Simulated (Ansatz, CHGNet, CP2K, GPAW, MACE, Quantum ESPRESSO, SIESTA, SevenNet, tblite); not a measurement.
## 1T-MgBr2 antidot lattice, bare edges (41 atoms): runs against a plane-wave reference

The cell holds 41 atoms: 15 Mg and 26 Br. Cell: a = 15.280 Å, b = 13.233 Å, c = 15.000 Å, α = 90.0°, β = 90.0°, γ = 90.0°. It derives from MgBr2 (1T-MgBr2). 1T-MgBr2 (a = 3.82 Å), rectangular cell with x along the zigzag direction; 4 x 2 cells with a hole of radius 3.5 Å, 12 Å of vacuum; not relaxed, displaced by a Gaussian of 0.02 Å. Then every atom was moved at random, 0.03 Å r.m.s. a Cartesian component. Vacuum lies along c.

Geometry: as built.

The reference, a calculation:

```
method                 : Kohn-Sham DFT, PBE, PAW, plane waves (Ansatz 0.2.0); cutoff 420 eV, Γ point, fermi-dirac smearing of 0.05 eV; PAW set soft_2
r.m.s. force component : 0.2052 eV/Å
longest force          : 0.6469 eV/Å
SCF cycles             : 17
time                   : 12 s on 8 threads of Arm Neoverse V2, shared host
CPU time               : 92 s
```

**Question.** The same geometry is run in other programs. How far does each lie from the reference, and what does it cost?
- CHGNet r2SCAN potential (CHGNet r2SCAN; 1 thread)
- QE PBE, sssp-1.3.0-efficiency, 45/360 Ry (Quantum ESPRESSO 7.5; 4 MPI ranks)
- tblite GFN1-xTB (tblite 0.8.0; 1 thread)
- CP2K PBE, DZVP-MOLOPT-SR, 1200/60 Ry, diagonalisation (CP2K 2026.2; 1 thread)
- SIESTA PBE, TZP, shift 0.01 Ry, mesh 500 Ry (SIESTA 5.4.2; 1 thread)
- SevenNet 0 potential (SevenNet 0; 1 thread)
- CP2K PBE, DZVP-MOLOPT-SR, 600/60 Ry, diagonalisation (CP2K 2026.2; 1 thread)
- SIESTA LDA, DZP, shift 0.01 Ry, mesh 500 Ry (SIESTA 5.4.2; 1 thread)
- CP2K PBE, TZV2P-UZH, 1200/60 Ry, diagonalisation (CP2K 2026.2; 1 thread)
- GPAW PBE, LCAO sz(dzp), h 0.2 Å (GPAW 26.7.0; 1 thread)

Differences are against the plane-wave reference, forces as r.m.s. over components; share is that over the reference's r.m.s. force, slope the least-squares factor from reference forces to these. Total energies of different programs have different zeros and aren't compared.

```
                                                          run  Δ force, r.m.s. (meV/Å)  share (%)  slope  cores  CPU time  memory (GiB)
                                                    reference                        -          -      -      8      92 s           2.4
                                      CHGNet r2SCAN potential                      233        113  0.292      1       3 s          0.47
                     QE PBE, sssp-1.3.0-efficiency, 45/360 Ry                     10.6       5.15  0.959      4   9.9 min           5.9
                                              tblite GFN1-xTB                      151       73.5  0.874      1     1.1 s          0.17
        CP2K PBE, DZVP-MOLOPT-SR, 1200/60 Ry, diagonalisation                      295        144  1.754      1    16 min            19
                  SIESTA PBE, TZP, shift 0.01 Ry, mesh 500 Ry                     83.6       40.7  1.265      1   2.9 min           1.7
                                         SevenNet 0 potential                      261        127  0.368      1     6.1 s          0.59
CP2K PBE, DZVP-MOLOPT-SR, 600/60 Ry, diagonalisation (coarse)                      506        246  1.609      1   4.9 min           6.4
                  SIESTA LDA, DZP, shift 0.01 Ry, mesh 500 Ry                      157       76.5  0.678      1   1.8 min           1.6
             CP2K PBE, TZV2P-UZH, 1200/60 Ry, diagonalisation                      244        119  1.236      1    15 min            19
                     GPAW PBE, LCAO sz(dzp), h 0.2 Å (coarse)                      226        110  1.910      1      33 s           1.4
```

Rows marked coarse were listed beforehand as settings not expected to be converged; some can still land near the reference.

Times of the machine-learned potentials are mostly Python's start and the loading of weights.

CPU time is summed over cores on a shared host, where runs went side by side, so it is rough. Symmetry, cutoffs, thresholds, outputs and thread counts weren't matched or tuned between programs; memory under MPI is the largest rank's times the ranks.

PBE on plane waves or a grid with other potentials, cutoffs or grids, coarse settings apart, differs from the reference by 5.2 % (QE PBE, sssp-1.3.0-efficiency, 45/360 Ry) of the r.m.s. force; this holds the reference's own error, so differences of a few per cent don't tell which side is nearer the exact PBE result (QE's 45 Ry are 612 eV, against the reference's 420 eV). The PBE runs in local orbitals, coarse settings apart, differ by 41 % (SIESTA PBE, TZP, shift 0.01 Ry, mesh 500 Ry) to 144 % (CP2K PBE, DZVP-MOLOPT-SR, 1200/60 Ry, diagonalisation); basis, grid and potentials can all enter, and differences of this size make the forces unusable. Tight binding differs by 74 % (tblite GFN1-xTB); it is another model, with fitted parameters of its own, and the xTB methods hold dispersion. Machine-learned potentials differ by 113 % (CHGNet r2SCAN potential) to 127 % (SevenNet 0 potential); they were trained on other programs' data, some at another functional. Among those trained on PBE data the slope goes as low as 0.37, with a correlation of 0.32, so directions differ as well as sizes. Periodic xTB results under one method name differ between programs and library versions. Machine-learned potentials mimic data converged in k, so the reference's own k-point error enters their differences. The runs have no spin polarisation, so any moments at edges, vacancies or dangling bonds can't form. The electronic-structure runs sample only Γ, in a cell whose shortest periodic width is 13 Å, which is coarse for a cell with partly filled levels.

[Logs are printed without paths, hosts, clocks, repeated set-up lines and the standing remarks that a program may print on its own settings, such as how far it seeks lower states.]

[Hosts, paths, dates, database ids (printed as entryN), source tags and the programs' standing remarks are cut or masked in the printed files.]
